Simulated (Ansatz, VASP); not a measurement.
**Two plane-wave programs on FeO**

```
Fe O
1.0
    -1.52622    1.52622    2.15065
     1.52622   -1.52622    2.15065
     1.52622    1.52622   -2.15065
Fe O
1 1
Cartesian
  0.0000 0.0000 0.0000
  0.0000 0.0000 2.1506
```

Alike in both runs: functional PBE; k mesh 8 × 8 × 8; occupations gaussian, width 0.1 eV; collinear spin.

Ansatz relaxed the structure, and its values are those at the end. VASP's run is a single point on that final structure, the one shown.

|  | VASP | Ansatz |
| --- | --- | --- |
| version | VASP 6.6.1 | Ansatz 0.2.0 |
| potentials or method | VASP PAW PBE potentials, release 64 (Fe, O) | scalar-relativistic, plane waves, PAW |
| plane-wave cutoff (eV) | 520 | 420 |
| valence electrons in the cell | 14 | 22 |

```tsv
	VASP	Ansatz	Ansatz less VASP
gap on the k mesh at the Fermi level (eV)	none	none	-
pressure (GPa)	-0.2	-0.3	-0.10
net moment per atom (μB)	2.00	2.00	+0.001
size of the moment on the site where the two differ most (μB)	3.62	3.45	-0.172
```

Site moments also hang on the region over which each program counts them. A gap of «none» marks a metal or a gap that the smearing closes. The two sets of potentials don't hold the same shells in valence.

Caveats: the k mesh is coarse (spacing up to 0.36 Å⁻¹), so the values aren't converged; a cell with one magnetic atom can't hold antiferromagnetic order, which such compounds often take; semilocal functionals often make such compounds metallic where correlation or magnetic order opens a gap, which also shifts bond lengths.
